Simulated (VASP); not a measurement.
The system is LiH.

```xyz
2
Lattice="0.0000 1.9860 1.9860 1.9860 0.0000 1.9860 1.9860 1.9860 0.0000" Properties=species:S:1:pos:R:3 pbc="T T T"
Li    0.0000    0.0000    0.0000
H     1.9860    1.9860    1.9860
```

Base run:

- Program: VASP 6.6.1
- Functional: PBE
- Potentials or basis: VASP PAW PBE potentials, release 64 (Li_sv, H)
- Cutoff: 520 eV
- k mesh: 10 × 10 × 10
- Occupations: gaussian, width 0.03 eV
- Spin: no spin polarisation

Its results: band gap on the k mesh 2.96 eV, direct.

The run is repeated on the same cell with these changes: functional from PBE to PBE0. What comes out?

Band gap on the k mesh 4.63 eV, direct.

PBE0 gives the wider gap, since exact exchange removes part of the self-interaction.
